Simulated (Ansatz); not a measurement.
Set up this calculation in Ansatz 0.2.0, as the native input.

```yaml
Task: relaxation of cell and atoms
Functional: RPBE
Potentials_or_basis: Ansatz PAW
Cutoff: "420 eV (not typed: the program's choice for these potentials)"
k_mesh: 5 × 8 × 4
Occupations: fermi-dirac, width 0.05 eV
Spin: no spin polarisation
```

HfO2:

```
CELL_PARAMETERS angstrom
5.55640 0.00000 0.00000
0.00000 3.33360 0.00000
0.00000 0.00000 6.50500
ATOMIC_POSITIONS crystal
Hf 0.74868 0.75000 0.60787
Hf 0.25132 0.25000 0.39213
Hf 0.24868 0.75000 0.89213
Hf 0.75132 0.25000 0.10787
O 0.63950 0.25000 0.42340
O 0.36050 0.75000 0.57660
O 0.13950 0.25000 0.07660
O 0.86050 0.75000 0.92340
O 0.52079 0.25000 0.84145
O 0.47921 0.75000 0.15855
O 0.02079 0.25000 0.65855
O 0.97921 0.75000 0.34145
```

Measurements of this composition are mostly on another form, of space group No. 14.

The input as run:

input.yaml

```yaml
crystal:
  lattice:
    - [5.556395, 0.0, 0.0]
    - [0.0, 3.333597, 0.0]
    - [0.0, 0.0, 6.504995]
  atoms:
    - { symbol: Hf, position: [0.748682, 0.75, 0.607871] }
    - { symbol: Hf, position: [0.251318, 0.25, 0.392129] }
    - { symbol: Hf, position: [0.248682, 0.75, 0.892129] }
    - { symbol: Hf, position: [0.751318, 0.25, 0.107871] }
    - { symbol: O, position: [0.639499, 0.25, 0.4234] }
    - { symbol: O, position: [0.360501, 0.75, 0.5766] }
    - { symbol: O, position: [0.139499, 0.25, 0.0766] }
    - { symbol: O, position: [0.860501, 0.75, 0.9234] }
    - { symbol: O, position: [0.520794, 0.25, 0.841453] }
    - { symbol: O, position: [0.479206, 0.75, 0.158547] }
    - { symbol: O, position: [0.020794, 0.25, 0.658547] }
    - { symbol: O, position: [0.979206, 0.75, 0.341453] }
hamiltonian:
  xc: rpbe
  pseudopotentials: { kind: paw }
kpoints:
  mp_grid: { grid: [5, 8, 4] }
scf:
  occupations: { method: fermi_dirac, width: 0.05 }
output:
  forces: true
  stress: true
  eigenvalues: true
  write_density: true
  write_potential: true
  elf: true
  volumetric_format: npy
relax:
  f_tol: 0.01
  max_steps: 40
  cell: { stress_tol: 0.05 }
```

Potentials or basis: Ansatz PAW.

The run is started by

```console
$ ansatz run input.yaml --threads 4 --pin off --max-ram 11264MiB --backend cpu --events-out ev --progress --plain --runs-dir out
```

It gave:

```json
{
 "Relaxed volume": "10.45 Å³/atom",
 "Relaxed cell": "a = 5.597 Å, b = 3.393 Å, c = 6.604 Å, α = 90.00°, β = 90.00°, γ = 90.00°",
 "Space group after relaxing (to 0.05 Å)": "Pnma (No. 62)",
 "Energy gained by relaxing": "10.2 meV/atom",
 "Ionic steps": "9",
 "Pressure after relaxing": "0.0 GPa",
 "Band gap on the k mesh": "3.57 eV, direct"
}
```

Caveat: odd divisions of the mesh miss points on the zone boundary, where band edges often lie, so the gap on the mesh can be too wide; the plane-wave basis is chosen anew once the cell has moved, so the energies of steps on either side of that aren't comparable; the pressure holds a Pulay correction of +0.8 GPa for the finite cutoff; spin-orbit coupling is left out, which moves the levels of the heavy elements; the PAW data sets come from PBE, with cores solved anew for the run's functional, which leaves a small shift of forces and pressure.

Wall time 95 s on 4 threads of Arm Neoverse V2, with other jobs on the host, peak memory 0.81 GiB.
